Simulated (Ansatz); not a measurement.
## Fluorite SrF₂

These are PBE (Ansatz, a program for electronic structure, plane waves, PAW) values and carry that method's errors.

Settings: plane-wave cutoff 520 eV, 10×10×10 k mesh, Fermi–Dirac smearing 0.01 eV, scalar-relativistic PAW data made under PBE.

Cell: relaxed at this level.

| Item | Result |
|---|---|
| equilibrium volume per atom | 16.75 Å³/atom |
| bulk modulus | 64.6 GPa |
| lattice constant a | 5.857 Å |
| band gap | 6.78 eV |
| smallest direct gap on the k points sampled | 6.89 eV |
| pressure derivative B′ of the bulk modulus | 4.6 |

Measured, for comparison: band gap 11.1 eV (temperature not stated, not corrected to a static lattice; as tabulated in Aguado et al. (1999), arXiv:cond-mat/9901145); bulk modulus 69 GPa (temperature not stated, not corrected to a static lattice; as tabulated in On the Morphology of Group II Metal Fluoride Nanocrystals at Finite Temperature …). Computed (rounded) less measured: bulk modulus -6 %.

Spin–orbit coupling is not included.

Computed values are for the static lattice.

Computing time: around 28 core-seconds (rough).
